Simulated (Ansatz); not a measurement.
Run this with the Python package of Ansatz (0.2.0) and show what comes out.

The script, `s_transition.py`:
```python
import warnings

import ansatz as az
import numpy as np


def bcc(A, a):
    return az.Crystal.bcc(A, a=a)


def fcc(first, a):
    return (
        az.Lattice.fcc(a)
        .space_group(225)
        .atom(first, [0, 0, 0])
        .primitive()
    )


def ground_state(name, crystal, pressure=0.0):
    calc = (
        crystal.calculation()
        .functional(exchange="rpw86", correlation="pbe")
        .basis(470)
        .initial_density(normalization="atom")
        .scf(tolerance=1e-08)
        .kpoints(spacing=0.3)
        .occupations("fermi_dirac", width=0.05)
    )
    calc = calc.relax(force_tolerance=0.02, cell=True, pressure=pressure)
    return calc.run()


def volume_per_atom(outcome):
    return abs(np.linalg.det(outcome.lattice.cell_ang)) / len(outcome.lattice.sites)

warnings.simplefilter("ignore", az.DeckWarning)

phases = {}
phases["bcc"] = bcc("S", 3.33)
phases["fcc"] = fcc("S", 4.2)

pressures = [0, 20, 40, 60]
enthalpy, volume = {name: [] for name in phases}, {name: [] for name in phases}
for p in pressures:
    for name, crystal in phases.items():
        o = ground_state(name, crystal, pressure=p)
        volume[name].append(volume_per_atom(o))
        enthalpy[name].append(o.report["energy_sigma0_ev"] / len(o.lattice.sites) + p * volume[name][-1] / 160.21766)
gap = np.array(enthalpy["fcc"]) - np.array(enthalpy["bcc"])
rows = [(p, va, vb, 1000 * d) for p, va, vb, d in zip(pressures, volume["bcc"], volume["fcc"], gap)]
print("   P (GPa)  V bcc (A^3/atom)  V fcc (A^3/atom)  H(fcc) - H(bcc) (meV/atom)")
for row in rows:
    print(f"{row[0]:10d}  {row[1]:16.3f}  {row[2]:16.3f}  {row[3]:+26.1f}")
crossings = [p0 - g0 * (p1 - p0) / (g1 - g0) for p0, p1, g0, g1 in zip(pressures, pressures[1:], gap, gap[1:]) if g0 * g1 < 0]
print("crossing near", [round(float(p), 1) for p in crossings], "GPa") if crossings else print("no crossing in this range")
```

```console
$ python s_transition.py
   P (GPa)  V bcc (A^3/atom)  V fcc (A^3/atom)  H(fcc) - H(bcc) (meV/atom)
         0            17.733            17.789                      +174.0
        20            14.467            14.421                      +163.0
        40            12.816            12.699                      +152.4
        60            11.689            11.615                      +138.6
no crossing in this range
```

What to keep in mind:
- These settings explore the input space; cutoff and mesh may be short of convergence.
- At a fixed pressure a relaxation lowers the enthalpy F + PV, while F alone can rise.
- For the metals among these phases the mesh is modest: differences between phases can be off by up to 40 meV an atom.
- The program warned that this SCF threshold is loose for forces or stresses.
- Only these two structures are compared, at zero temperature and with their symmetry kept; either may be hypothetical, and another phase may be lower than both. Differences under about 40 meV an atom lie within the error of mesh and functional.
- The cells are prototypes set up for this calculation and needn't exist.
- The script silences the warnings on its input, which a real study should read.
- Finished in 19 s on 1 thread of Arm Neoverse V2, with other jobs on the host, peak memory 0.33 GiB.

(Lines on the test bed's own set-up are left out of the output.)
